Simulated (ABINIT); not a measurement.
Runs of ABINIT 10.8.3 (patched build) on Ag. Symmetry: Fm-3m, No. 225, cubic system. The conventional cell has a = 4.085 Å, b = 4.085 Å, c = 4.085 Å, α = 90.00°, β = 90.00°, γ = 90.00°. Ag (site symmetry m-3m) is surrounded by 12 Ag at 2.89 Å. 

| task | level | potentials or basis | spin | k mesh | cutoff (eV) | fine-grid cutoff | gap on the mesh (eV) | pressure (GPa) |
| --- | --- | --- | --- | --- | --- | --- | --- | --- |
| band structure | PBEsol | PseudoDojo NC SR PBEsol v0.4.1 standard | off | 11 × 11 × 11 | 1116 | - | none | (a) |
| band structure | rPW86PBE | JTH PAW PBE v2.0 | off | 11 × 11 × 11 | 463 | 925.187 eV | none | 11.3 |
| band structure | SOGGA | PseudoDojo NC SR PBEsol v0.4.1 standard | off | 11 × 11 × 11 | 1116 | - | none | -4.8 |
| single point | PBEsol | JTH PAW PBE v2.0 | off | 9 × 9 × 9 | 463 | 925.187 eV | none | -2.7 |
| band structure | HCTH407 | JTH PAW PBE v2.0 | SOC, no magnetisation | 11 × 11 × 11 | 463 | 925.187 eV | none | 7.1 |
| band structure | LDA | JTH PAW LDA v2.0 | SOC, no magnetisation | 11 × 11 × 11 | 463 | 925.187 eV | none | (b) |

Alike in all rows: cell as given; smearing fermi-dirac 0.05 eV.

Task: Fill in the values left out.

Result: (a) -3.1; (b) -7.7.

Caveats: the PAW data sets were made with another functional, which shifts forces and pressure a little (some runs); the potentials were made for another functional, which shifts forces and pressure (some runs).

A k mesh can miss the band edges, and rows without SOC leave out spin-orbit coupling on Ag.

A gap of «none» marks a metal or a gap under the smearing width.

The runs don't all hold the same shells in valence.

Runs at the PBE level aren't shown here.
